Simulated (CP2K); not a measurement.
# Predicting one run from its neighbours: the energy of slabs against their depth, the (100) slab of Li3N (cut from a parent of space group no. 191; 8 atoms in the cell)

```yaml
crystal:
  lattice:
    - [3.63175, 0.00000, 0.00000]
    - [0.00000, 3.85065, 0.00000]
    - [0.00000, 0.00000, 19.24192]
  atoms:
    - { symbol: Li, position: [0.00000, 0.00000, 0.36379] }
    - { symbol: Li, position: [0.00000, 0.00000, 0.47276] }
    - { symbol: Li, position: [0.50000, 0.50000, 0.41828] }
    - { symbol: N, position: [0.50000, 0.00000, 0.41828] }
    - { symbol: Li, position: [0.50000, 0.00000, 0.52724] }
    - { symbol: Li, position: [0.50000, 0.00000, 0.63621] }
    - { symbol: Li, position: [0.00000, 0.50000, 0.58173] }
    - { symbol: N, position: [0.00000, 0.00000, 0.58173] }
```
(The smallest cell of the table.)

Computed with PBE, GPW, DZVP-MOLOPT-PBE-GTH basis, GTH-PBE potentials (POTENTIAL_UZH) run with CP2K.

Base settings: CUTOFF = 400 Ry; REL_CUTOFF = 50 Ry; SMEAR/METHOD = FERMI_DIRAC; ELECTRONIC_TEMPERATURE = 116.05 K; KPOINTS/SCHEME = MONKHORST-PACK 3 3 1; XC_FUNCTIONAL = PBE; Li/BASIS_SET = DZVP-MOLOPT-PBE-GTH-q3; Li/POTENTIAL = GTH-PBE-q3; N/BASIS_SET = DZVP-MOLOPT-PBE-GTH-q5; N/POTENTIAL = GTH-PBE-q5.

The starting cell has typed, rounded lattice constants, without a prior relaxation at this level. The slab is cut from that crystal, and its faces are unrelaxed. Its lattice was rescaled by up to half a per cent. Spin polarisation is off, though cut faces can carry moments; a gap of a slab can lie between surface states. Values carry the incompleteness of an atom-centred basis.

Deep slabs follow E = 2Aγ + N·e, so a straight line through E against N gives the surface energy without a separate bulk run; a round N·e is taken off to keep the numbers short. The area A is 13.985 Å².

| atoms N | E − N·(-220.511 eV) (eV) |
|---|---|
| 8 | 0.6966 |
| 12 | ? |
| 16 | 0.4918 |
| 20 | 0.3910 |
| 24 | 0.2844 |
| 28 | 0.1883 |
| 36 | -0.0143 |

### Question
Fit the line to the 6 rows given and predict the withheld one.

### Answer
Means: x̄ = 22.000, ȳ = 0.33963. Σ(x − x̄)(y − ȳ) = -11.99 and Σ(x − x̄)² = 472.0, so b = -0.02540 and a = ȳ − b·x̄ = 0.89843; γ = a/2A = 0.515 J/m² (unrelaxed) and e = -220.5364 eV per atom. The largest residual of the fitted rows is 0.0044. At x = 12 the line gives 0.5936 eV. The run gave 0.5913 eV, a miss of 0.0023 eV. The table is a window of a longer ladder. The rows were chosen because the form fits them, the withheld one included, so this shows the method and is no test of the form.

Left out of this page: 1 run of the series outside the window shown, repeating another row's setting, or not comparable.
